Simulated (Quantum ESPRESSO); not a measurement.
## Tl under changes of volume

One of the cells (28.575 Å³/atom); the others are scaled copies at fixed shape and fractional positions:

```
Tl
1.0
     3.45600    0.00000    0.00000
    -1.72800    2.99298    0.00000
     0.00000    0.00000    5.52500
Tl
2
Direct
  0.66667 0.33333 0.75000
  0.33333 0.66667 0.25000
```

- Program: Quantum ESPRESSO 7.5
- Functional: LDA
- Potentials or basis: GBRV 1.5 LDA
- Cutoff: 612 eV
- Density cutoff: 4898 eV
- k mesh: 9 × 9 × 5
- Occupations: fermi-dirac, width 0.05 eV
- Spin: no spin polarisation

```csv
volume (Å³/atom),energy over the lowest point (meV/atom),pressure (GPa)
26.860,1.70,0.6
27.432,0.00,-0.3
28.003,1.58,-1.2
28.575,5.87,-1.9
29.146,12.62,-2.5
29.718,21.50,-3.1
30.289,?,?
```

Question: What does the run at 30.289 Å³/atom give?

Answer: Energy over the lowest point 32.23 meV/atom; pressure -3.5 GPa.

Worked out: A Birch-Murnaghan fit of order 3 (a polynomial in V^(-2/3)) to the other rows has its minimum at 27.43 Å³/atom with B0 = V·E''(V) = 43 GPa and B' = 5.6 at fixed shape and positions, which overstates the stiffness. It gives 32.18 meV/atom at 30.289 Å³/atom, against the run's 32.23, and -dE/dV = -3.2 GPa, against -3.5.

Energies are extrapolated to zero smearing.
